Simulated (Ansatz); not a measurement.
Method: DFT PBE, scalar-relativistic, plane waves, PAW in Ansatz 0.2.0. All cells share a 420 eV cutoff and Γ-centred k meshes spaced at most about 0.3 Å⁻¹ (about 0.25 or finer for metals, 2π included). No spin polarisation.

Each guess is relaxed in cell and atoms at zero pressure, on a coarse mesh first where it starts far from rest and then on a converged one. The steps can't lower the symmetry of the start, but it can rise. Energies are static (0 K, no zero-point motion).

Two unrelaxed guesses for Zr2H3:

Guess 1.

Space group P-3m1 (No. 164). a = 3.820 Å, b = 3.820 Å, c = 4.690 Å, α = 90.00°, β = 90.00°, γ = 120.00°
| atom | site | symmetry | x | y | z |
| --- | --- | --- | --- | --- | --- |
| Zr | 2d | 3m. | 0.3333 | 0.6667 | 0.1569 |
| H | 1a | -3m. | 0.0000 | 0.0000 | 0.0000 |
| H | 2d | 3m. | 0.3333 | 0.6667 | 0.6449 |

Guess 2.

Space group P-6m2 (No. 187). a = 3.269 Å, b = 3.269 Å, c = 6.703 Å, α = 90.00°, β = 90.00°, γ = 120.00°
```tsv
atom	site	symmetry	x	y	z
Zr	2g	3m.	0.0000	0.0000	0.3051
H	2h	3m.	0.3333	0.6667	0.4384
H	1f	-6m2	0.6667	0.3333	0.5000
```

Question: Where do they end, and which end is lower?

Answer: Guess 1 ends lower, by 0.31 eV/atom. Guess 1: P-3m1 at 11.9 Å³/atom → P-3m1 (La2O3 (A sesquioxide) type) at 10.4 Å³/atom; Guess 2: P-6m2 at 12.4 Å³/atom → P-6m2 at 11.5 Å³/atom. Counting H atoms around Zr (those within 1.25 times the shortest such distance or 1.15 times the sum of covalent radii; a plus sign parts nearer from farther groups), the end of guess 1 has Zr 4+3 and the end of guess 2 has Zr 3+3. End of guess 1. Conventional cell: a = 3.248 Å, c = 5.705 Å. Zr has 4 H at 2.08–2.11 Å and 3 H at 2.31 Å; H on a site of symmetry -3m has 6 Zr at 2.31 Å; H on a site of symmetry 3m is surrounded by 4 Zr at 2.08–2.11 Å and 3 H at 2.24 Å. End of guess 2. Conventional cell: a = 3.301 Å, c = 6.078 Å. Zr is surrounded by 3 H at 1.98 Å, 3 H at 2.39 Å, 1 Zr at 2.88 Å, 7 Zr at 3.19–3.30 Å and 3 H at 3.26 Å; H on a site of symmetry 3m is surrounded by 3 Zr at 1.98 Å, 1 H at 2.09 Å and 3 H at 2.76 Å; H on a site of symmetry -6m2 is surrounded by 6 Zr at 2.39 Å and 6 H at 2.76 Å.

Cells without such a test can be saddle points. Shaken at random and relaxed again, the end of guess 1 came back. Neither end is the lowest form computed: that has space group R3m (No. 160) and lies 16 meV/atom below the better end. With hydrogen, zero-point motion can shift such differences by 10 meV/atom or more. Some candidate types were left out of the draw beforehand, so a known form may be missing.
